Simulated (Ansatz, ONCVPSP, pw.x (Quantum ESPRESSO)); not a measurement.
**tungsten (W) (fcc): variants of one ONCV potential in the solid**

ONCVPSP 4.0.1.1 (patched build) input, shortened (lines: element, Z, core and valence counts, functional; n l f; lmax; l rc ep ncon nbas qcut; lloc lpopt rc5 dvloc0; l nproj debl; icmod fcfact rcfact), PBE, scalar-relativistic:

```
  W 74.00   12    2        4      upf
    1    0    2.00
    2    0    2.00
    2    1    6.00
    3    0    2.00
    3    1    6.00
    3    2   10.00
    4    0    2.00
    4    1    6.00
    4    2   10.00
    4    3   14.00
    5    0    2.00
    5    1    6.00
    5    2    4.00
    6    0    2.00
    2
    0    2.75    0.00    4    9    2.10
    1    2.90    0.42    4    9    2.70
    2    2.75    0.00    5   10    6.10
    4    5    2.40    2.00
    0    2    3.70
    1    2    2.70
    2    2    1.20
    0    0.00    0.00
```

In the p channel the program set the typed energies aside and used 0.050, 2.750 Ha.

Crystal test: fcc W in pw.x 7.5, no spin, 14³ k-points, Fermi–Dirac smearing 0.01 Ry, cutoffs set for each file from its atomic test. The reference is all-electron LAPW (Ansatz 0.2.0) with the same functional, mesh and smearing; V0 and B0 come from Birch–Murnaghan fits to the pressures at five volumes. Errors are pseudo minus all-electron; Δ is the rms difference of the E(V) curves that follow from these fits, minima aligned, over ±6 % about the mean V0. Mesh and smearing are coarse, so the numbers serve the comparison and aren't converged zero-temperature values; the lattice is a test structure that the element need not adopt.

All-electron: a0 = 4.039 Å (V0 = 16.47 Å³/atom), B0 = 280.9 GPa.

Base: The largest radius (2.90 bohr) exceeds half the bond length (2.70 bohr), so the spheres overlap, which is one possible source of error among others. Atomic configuration tests: 1 of 4 tests not solved or not reliable.

```tsv
change	cutoffs (Ry)	pw.x	a0 (Å)	a0 error (%)	B0 error (%)	Δ (meV/atom)	mean pressure error (GPa)
base	70/280	converged; energies reset by the program	4.050	+0.27	-2.7	8.1	+2.26
local potential polynomial inside 2.40 bohr (lpopt 5, dvloc0 4.5 Ha)	70/280	converged; energies reset by the program	4.068	+0.72	-2.4	21.8	+6.21
d: rc 3.56	70/280	converged; energies reset by the program	4.042	+0.06	-3.1	1.8	+0.46
d: debl 0.45	70/280	converged; energies reset by the program	4.050	+0.27	-2.6	8.0	+2.24
local potential polynomial inside 2.15 bohr (lpopt 5, dvloc0 6 Ha)	70/280	converged; energies reset by the program	4.050	+0.28	-3.1	8.2	+2.27
```

Problem. Give the row for: d: ncon 3, nbas 8.

Solution. pw.x: converged; energies reset by the program; mean pressure error (GPa): +2.01; a0 (Å): 4.049; a0 error (%): +0.24; B0 error (%): -2.8; Δ (meV/atom): 7.3.
